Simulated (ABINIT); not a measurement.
**Beyond one shot: AlAs (F-43m)**

Aim: iterate the self-energy on AlAs (F-43m) and follow the gap from cycle to cycle.

Main program and level: ABINIT 10.8.3; PBE and many-body steps on it, plane waves.

**What was measured.**

- Gap 3.018 eV: lowest direct gap at Gamma; earlier measurement quoted from literature, technique not stated; 300 K; bulk crystal (pure AlAs, literature value used as model input) (quoted in “Simultaneous Measurement of Mid-Infrared Refractive Indices in Thin-Film Heterostructures: Methodology and Results for GaAs/AlGaAs”, 2023, arxiv:2301.08293).

Most raw output is cut from this account.

**1. Starting point**

The structure is cubic, space group F-43m (No. 216). Conventional cell: a = 5.661 Å, b = 5.661 Å, c = 5.661 Å, α = 90.00°, β = 90.00°, γ = 90.00°. Al has 4 As at 2.45 Å nearest. Nearest to As lie 4 Al at 2.45 Å. Farther neighbours are not listed.

The cell and positions come from the Crystallography Open Database and are kept as given unless a step says otherwise.

**2. Empty states on the mesh, 4×4×4 mesh, 357 bands**

This step: ABINIT 10.8.3; DFT, PBE, plane waves, norm-conserving pseudopotentials.

The sums over transitions need many empty states on a uniform mesh; this step solves for them.

File run.abi:

```
acell 3*1.0 Angstrom
rprim 
  0.000000000000 2.830400000000 2.830400000000
  2.830400000000 0.000000000000 2.830400000000
  2.830400000000 2.830400000000 -0.000000000000
ntypat 2
znucl 13 33
natom 2
typat 1 2
xred 
  0.000000000000 0.000000000000 0.000000000000
  0.250000000000 0.250000000000 0.250000000000
pp_dirpath "pseudos"
pseudos "Al.upf, As.upf"
ecut 44
ngkpt 4 4 4
nshiftk 1
shiftk 0 0 0
kptopt 1
chksymbreak 0
irdden 1
istwfk *1
nband 357
prtvol 0
optdriver 6
gwr_task "HDIAGO"
paral_kgb 0
occopt 1
indata_prefix "in"
outdata_prefix "out"
tmpdata_prefix "tmp"
```

Started as:

```bash
$ OMP_NUM_THREADS=1 mpirun -n 8 abinit run.abi > log
```

The job ended after 65 s (8 MPI ranks of Arm Neoverse V1, shared host; peak memory 8.3 GiB).

Numbers from this step:

* gap: 1.436 eV
* k of the valence top: 0, 0, 0
* k of the conduction bottom: 0.5, 0.5, 0
* least direct gap: 2.044 eV
* k points computed: 8
* lowest point of the top converged band, above the valence top: 207.7780 eV

On this mesh the gap is 1.436 eV.

The density comes from a self-consistent run that is not shown.

**3. Screening, 4×4×4 mesh, 349 bands, screening to 359.2 eV**

The RPA dielectric matrix is built and inverted for each q.

This step: RPA screening on PBE, plane waves, norm-conserving pseudopotentials.

Edit run.abi of step 2 so:

```diff
@@ -20,10 +20,11 @@
 chksymbreak 0
-irdden 1
 istwfk *1
-nband 357
-prtvol 0
-optdriver 6
-gwr_task "HDIAGO"
-paral_kgb 0
 occopt 1
+irdwfk 1
+optdriver 3
+nband 349
+ecuteps 13.2
+inclvkb 2
+awtr 1
+symchi 1
 indata_prefix "in"
```

It took 4.3 min on 8 MPI ranks; peak memory 3.8 GiB; 34 min of CPU time.

Numbers from this step:

```yaml
eps_infinity_with_local_fields_on_this_mesh_along_the_program_s_q_direction: 14.23
the_same_without_local_fields: 15.96
plasma_frequency: 28.12 eV
plane_waves_in_the_screening_matrix: 725
```

Local fields lower ε∞ by 11 %. On a Γ-centred mesh this coarse the value itself is usually too large, while a short band sum pulls it down.

**4. G0W0**

The self-energy is evaluated for the states that the input lists, and the levels follow from it, in one-shot runs by the linearised quasiparticle equation.

This step: G0W0 on PBE, plane waves, norm-conserving pseudopotentials.

Edit run.abi of step 3 so:

```diff
@@ -23,8 +23,19 @@
 irdwfk 1
-optdriver 3
+optdriver 4
 nband 349
+gwcalctyp 0
+ecutsigx 44
+symsigma 1
+nkptgw 3
+kptgw 
+  0.0000000000 0.0000000000 0.0000000000
+  0.5000000000 0.5000000000 0.0000000000
+  0.5000000000 0.0000000000 0.0000000000
+bdgw 
+  11 17
+  12 15
+  12 16
 ecuteps 13.2
-inclvkb 2
-awtr 1
-symchi 1
+irdscr 1
+ppmodel 1
 indata_prefix "in"
```

The job ended after 3.1 min (8 MPI ranks; peak memory 5.1 GiB).

This step gave:

* G0W0 gap on the points computed: 2.040 eV
* starting gap on the mesh: 1.436 eV
* k of the valence top: 0, 0, 0
* k of the conduction bottom: 0.5, 0.5, 0
* Z at the valence top: 0.786
* Z at the conduction bottom: 0.803
* least direct G0W0 gap on the computed points: 2.81 eV

The gap on the mesh goes from 1.44 eV to 2.04 eV, a correction of +0.60 eV.

**5. evGW0, cycle 1**

This step: evGW0 on PBE, plane waves, norm-conserving pseudopotentials.

Edit run.abi of step 4 so:

```diff
@@ -25,14 +25,24 @@
 nband 349
-gwcalctyp 0
+gwcalctyp 10
 ecutsigx 44
 symsigma 1
-nkptgw 3
+nkptgw 8
 kptgw 
   0.0000000000 0.0000000000 0.0000000000
+  0.2500000000 0.0000000000 0.0000000000
+  0.5000000000 0.0000000000 0.0000000000
+  0.2500000000 0.2500000000 0.0000000000
+  0.5000000000 0.2500000000 0.0000000000
+  -0.2500000000 0.2500000000 0.0000000000
   0.5000000000 0.5000000000 0.0000000000
-  0.5000000000 0.0000000000 0.0000000000
+  -0.2500000000 0.5000000000 0.2500000000
 bdgw 
   11 17
-  12 15
-  12 16
+  11 17
+  11 17
+  11 17
+  11 17
+  11 17
+  11 17
+  11 17
 ecuteps 13.2
```

It took 19 min on 8 MPI ranks; peak memory 5.6 GiB.

Numbers from this step:

| Property | Result |
| --- | --- |
| quasiparticle gap on the mesh | 2.210 eV |
| gap of the density functional on the mesh | 1.436 eV |
| k of the valence top | 0, 0, 0 |
| k of the conduction bottom | 0.5, 0.5, 0 |
| Z at the valence top | 0.786 |
| Z at the conduction bottom | 0.803 |
| least direct quasiparticle gap on the computed points | 3.019 eV |

Against G0W0 in ABINIT (4×4×4 mesh, 349 bands, screening to 359.2 eV, Godby-Needs plasmon pole), the gap moves by +0.170 eV. This first cycle still uses the starting levels; it takes the full correction, at all points of the mesh, and its linearised value is 2.040 eV.

**6. evGW0, cycle 2**

The corrected levels of the last cycle go back in.

Edit run.abi of step 5 so:

```diff
@@ -50,2 +50,3 @@
 ppmodel 1
+irdqps 1
 indata_prefix "in"
```

Run time: 19 min. Hardware: 8 MPI ranks; peak memory 5.6 GiB.

Numbers from this step:

- quasiparticle gap on the mesh: 2.13 eV
- gap of the density functional on the mesh: 1.436 eV
- k of the valence top: 0, 0, 0
- k of the conduction bottom: 0.5, 0.5, 0
- least direct quasiparticle gap on the computed points: 2.91 eV

Against the cycle before, the gap moves by −0.080 eV.

**7. evGW0, cycle 3**

run.abi is that of step 6.

It took 19 min on 8 MPI ranks; peak memory 5.6 GiB.

This step gave:

* quasiparticle gap on the mesh: 2.136 eV
* gap of the density functional on the mesh: 1.436 eV
* k of the valence top: 0, 0, 0
* k of the conduction bottom: 0.5, 0.5, 0
* least direct quasiparticle gap on the computed points: 2.922 eV

Against the cycle before, the gap moves by +0.006 eV.

**8. Screening, 4×4×4 mesh, 349 bands, screening to 359.2 eV**

This step: RPA screening on PBE, plane waves, norm-conserving pseudopotentials.

File run.abi:

```
acell 3*1.0 Angstrom
rprim 
  0.000000000000 2.830400000000 2.830400000000
  2.830400000000 0.000000000000 2.830400000000
  2.830400000000 2.830400000000 -0.000000000000
ntypat 2
znucl 13 33
natom 2
typat 1 2
xred 
  0.000000000000 0.000000000000 0.000000000000
  0.250000000000 0.250000000000 0.250000000000
pp_dirpath "pseudos"
pseudos "Al.upf, As.upf"
ecut 44
ngkpt 4 4 4
nshiftk 1
shiftk 0 0 0
kptopt 1
chksymbreak 0
istwfk *1
occopt 1
irdwfk 1
optdriver 3
nband 349
ecuteps 13.2
inclvkb 2
awtr 1
symchi 1
gwcalctyp 10
mbpt_sciss 0.914 eV
nqptdm 1
qptdm 
  0 0 0
indata_prefix "in"
outdata_prefix "out"
tmpdata_prefix "tmp"
```

Wall time 23 s (8 MPI ranks); peak memory 3.5 GiB.

Numbers from this step:

```yaml
eps_infinity_with_local_fields_on_this_mesh_along_the_program_s_q_direction: 11.64
the_same_without_local_fields: 12.92
plasma_frequency: 28.12 eV
plane_waves_in_the_screening_matrix: 725
```

This screening uses the functional's bands under a rigid shift, the mean opening of the cycle before.

**9. Screening, 4×4×4 mesh, 349 bands, screening to 359.2 eV**

This step: RPA screening on PBE from quasiparticle energies, plane waves, norm-conserving pseudopotentials.

Edit run.abi of step 8 so:

```diff
@@ -29,7 +29,13 @@
 symchi 1
+irdqps 1
 gwcalctyp 10
-mbpt_sciss 0.914 eV
-nqptdm 1
+nqptdm 7
 qptdm 
-  0 0 0
+  0.2500000000 0.0000000000 0.0000000000
+  0.5000000000 0.0000000000 0.0000000000
+  0.2500000000 0.2500000000 0.0000000000
+  0.5000000000 0.2500000000 0.0000000000
+  -0.2500000000 0.2500000000 0.0000000000
+  0.5000000000 0.5000000000 0.0000000000
+  -0.2500000000 0.5000000000 0.2500000000
 indata_prefix "in"
```

File mrgscr.stdin:

```
2
merged
q0_SCR
out_SCR
1
```

Started as:

```bash
$ OMP_NUM_THREADS=1 mpirun -n 8 abinit run.abi > log; mrgscr < mrgscr.stdin
```

Run time: 3.8 min. Hardware: 8 MPI ranks; peak memory 3.7 GiB; 31 min of CPU time.

This step gave:

* plasma frequency: 28.12 eV
* plane waves in the screening matrix: 725

This screening reads the quasiparticle levels of the cycle before.

**10. evGW, cycle 1**

This step: evGW on PBE, plane waves, norm-conserving pseudopotentials.

Edit run.abi of step 9 so:

```diff
@@ -23,12 +23,10 @@
 irdwfk 1
-optdriver 3
+optdriver 4
 nband 349
-ecuteps 13.2
-inclvkb 2
-awtr 1
-symchi 1
-irdqps 1
 gwcalctyp 10
-nqptdm 7
-qptdm 
+ecutsigx 44
+symsigma 1
+nkptgw 8
+kptgw 
+  0.0000000000 0.0000000000 0.0000000000
   0.2500000000 0.0000000000 0.0000000000
@@ -40,2 +38,15 @@
   -0.2500000000 0.5000000000 0.2500000000
+bdgw 
+  11 17
+  11 17
+  11 17
+  11 17
+  11 17
+  11 17
+  11 17
+  11 17
+ecuteps 13.2
+irdscr 1
+ppmodel 1
+irdqps 1
 indata_prefix "in"
```

Started as:

```bash
$ OMP_NUM_THREADS=1 mpirun -n 8 abinit run.abi > log
```

It took 20 min on 8 MPI ranks; peak memory 5.6 GiB; 2.6 h of CPU time.

This step gave:

| Property | Result |
| --- | --- |
| quasiparticle gap on the mesh | 2.276 eV |
| gap of the density functional on the mesh | 1.436 eV |
| k of the valence top | 0, 0, 0 |
| k of the conduction bottom | 0.5, 0.5, 0 |
| least direct quasiparticle gap on the computed points | 3.059 eV |

Against G0W0 in ABINIT (4×4×4 mesh, 349 bands, screening to 359.2 eV, Godby-Needs plasmon pole), the gap moves by +0.236 eV.

**11. Screening, 4×4×4 mesh, 349 bands, screening to 359.2 eV**

This step: RPA screening on PBE, plane waves, norm-conserving pseudopotentials.

File run.abi:

```
acell 3*1.0 Angstrom
rprim 
  0.000000000000 2.830400000000 2.830400000000
  2.830400000000 0.000000000000 2.830400000000
  2.830400000000 2.830400000000 -0.000000000000
ntypat 2
znucl 13 33
natom 2
typat 1 2
xred 
  0.000000000000 0.000000000000 0.000000000000
  0.250000000000 0.250000000000 0.250000000000
pp_dirpath "pseudos"
pseudos "Al.upf, As.upf"
ecut 44
ngkpt 4 4 4
nshiftk 1
shiftk 0 0 0
kptopt 1
chksymbreak 0
istwfk *1
occopt 1
irdwfk 1
optdriver 3
nband 349
ecuteps 13.2
inclvkb 2
awtr 1
symchi 1
gwcalctyp 10
mbpt_sciss 1.069 eV
nqptdm 1
qptdm 
  0 0 0
indata_prefix "in"
outdata_prefix "out"
tmpdata_prefix "tmp"
```

Run time: 23 s. Hardware: 8 MPI ranks; peak memory 3.6 GiB; 3.1 min of CPU time.

Numbers from this step:

```
ε∞ with local fields, on this mesh, along the program's q direction : 11.31
the same without local fields                                       : 12.53
plasma frequency                                                    : 28.12 eV
plane waves in the screening matrix                                 : 725
```

This screening uses the functional's bands under a rigid shift, the mean opening of the cycle before.

**12. Screening, 4×4×4 mesh, 349 bands, screening to 359.2 eV**

This step: RPA screening on PBE from quasiparticle energies, plane waves, norm-conserving pseudopotentials.

Edit run.abi of step 11 so:

```diff
@@ -29,7 +29,13 @@
 symchi 1
+irdqps 1
 gwcalctyp 10
-mbpt_sciss 1.069 eV
-nqptdm 1
+nqptdm 7
 qptdm 
-  0 0 0
+  0.2500000000 0.0000000000 0.0000000000
+  0.5000000000 0.0000000000 0.0000000000
+  0.2500000000 0.2500000000 0.0000000000
+  0.5000000000 0.2500000000 0.0000000000
+  -0.2500000000 0.2500000000 0.0000000000
+  0.5000000000 0.5000000000 0.0000000000
+  -0.2500000000 0.5000000000 0.2500000000
 indata_prefix "in"
```

mrgscr.stdin is that of step 9.

Started as:

```bash
$ OMP_NUM_THREADS=1 mpirun -n 8 abinit run.abi > log; mrgscr < mrgscr.stdin
```

Elapsed: 3.8 min, on 8 MPI ranks; peak memory 3.7 GiB.

Numbers from this step:

```yaml
plasma_frequency: 28.12 eV
plane_waves_in_the_screening_matrix: 725
```

This screening reads the quasiparticle levels of the cycle before.

**13. evGW, cycle 2**

This step: evGW on PBE, plane waves, norm-conserving pseudopotentials.

Edit run.abi of step 12 so:

```diff
@@ -23,12 +23,10 @@
 irdwfk 1
-optdriver 3
+optdriver 4
 nband 349
-ecuteps 13.2
-inclvkb 2
-awtr 1
-symchi 1
-irdqps 1
 gwcalctyp 10
-nqptdm 7
-qptdm 
+ecutsigx 44
+symsigma 1
+nkptgw 8
+kptgw 
+  0.0000000000 0.0000000000 0.0000000000
   0.2500000000 0.0000000000 0.0000000000
@@ -40,2 +38,15 @@
   -0.2500000000 0.5000000000 0.2500000000
+bdgw 
+  11 17
+  11 17
+  11 17
+  11 17
+  11 17
+  11 17
+  11 17
+  11 17
+ecuteps 13.2
+irdscr 1
+ppmodel 1
+irdqps 1
 indata_prefix "in"
```

Started as:

```bash
$ OMP_NUM_THREADS=1 mpirun -n 8 abinit run.abi > log
```

The job ended after 20 min (8 MPI ranks; peak memory 5.6 GiB; 2.6 h of CPU time).

Numbers from this step:

```yaml
quasiparticle_gap_on_the_mesh: 2.286 eV
gap_of_the_density_functional_on_the_mesh: 1.436 eV
k_of_the_valence_top: 0, 0, 0
k_of_the_conduction_bottom: 0.5, 0.5, 0
least_direct_quasiparticle_gap_on_the_computed_points: 3.067 eV
```

Against the cycle before, the gap moves by +0.010 eV.

**14. Side by side**

Times are wall times on 8 MPI ranks of Arm Neoverse V1, shared host, good to a factor of about two. A run's time includes the screening step that it read.

```csv
run,mesh,bands,screening cutoff (eV),DFT gap (eV),gap on the mesh (eV),direct (eV),ε∞ used,time
G0W0,4×4×4,349,359.2,1.436,2.040,2.810,14.23,7.4 min
"evGW0, cycle 1",4×4×4,349,359.2,1.436,2.210,3.019,14.23,24 min
"evGW0, cycle 2",4×4×4,349,359.2,1.436,2.130,2.910,14.23,24 min
"evGW0, cycle 3",4×4×4,349,359.2,1.436,2.136,2.922,14.23,24 min
"evGW, cycle 1",4×4×4,349,359.2,1.436,2.276,3.059,11.64,24 min
"evGW, cycle 2",4×4×4,349,359.2,1.436,2.286,3.067,11.31,24 min
```

**15. Outcome**

```yaml
g0w0: 2.040 eV
evgw0_cycle_1: 2.210 eV
evgw0_cycle_2: 2.130 eV
evgw0_cycle_3: 2.136 eV
evgw_cycle_1: 2.276 eV
evgw_cycle_2: 2.286 eV
known_limits: not at the basis limit; no spin-orbit coupling; coarse k mesh
```

Only the bands that the input lists are updated; the others, empty or deep, keep the functional's energies or take a rigid shift. The evGW loop starts from the last levels of evGW0, so its cycles and time come on top of those. evGW0 ends at 2.14 eV, +0.10 eV from G0W0, after 3 cycles that took 58 min beside the first screening; the last moved the gap by 0.006 eV. evGW ends at 2.29 eV, +0.25 eV from G0W0, after 2 cycles that took 48 min beside the first screening; the last moved the gap by 0.010 eV. The first cycle of evGW0 takes the full correction, without the factor Z, so it overshoots the one-shot value. Against experiment, by evGW, cycle 2: the direct gap of 3.07 eV lies +0.05 eV from the measured 3.018 eV (direct, 300 K, quoted 2023). An exciton line or allowed optical edge lies below the quasiparticle gap by the binding energy; a forbidden edge can push the onset above it. These are gaps on the mesh, at modest bands and cutoff. The calculation has static nuclei and no excitons; a measured gap holds zero-point and thermal motion, which mostly lowers it. Bands and cutoff are finite, so the gap is not at the basis limit. The miss can reach some tenths of an eV and take either sign; the mesh is an error of its own. The 4×4×4 mesh is coarse for this cell, which bears on the long-range parts of exchange and screening. In the updated screening the q = 0 part is built from Kohn-Sham bands under a rigid shift, the other q from the quasiparticle levels. The many-body steps are scalar-relativistic: spin-orbit coupling is not in them.

[Paths, hosts, dates, memory and timing lines, banners, echoed tables and standing remarks are left out of the program output.]

[Logs are printed without paths, hosts, clocks, repeated set-up lines and the standing remarks that a program may print on its own settings, such as how far it seeks lower states.]

[Runs of the session that timed out or met a known fault of the program may be left out.]

[Hosts, paths, dates, database ids (printed as entryN), source tags and the programs' standing remarks are cut or masked in the printed files.]

[G0W0 gaps are taken among the corrected bands and points alone; a level outside them can change the order at an edge.]

[Where Ansatz stands beside ABINIT at settings called matched, ABINIT's density can come from a denser mesh and the files from another edition; pairs whose starting gaps differed by over 0.03 eV were left out, so agreement reads better than it is.]
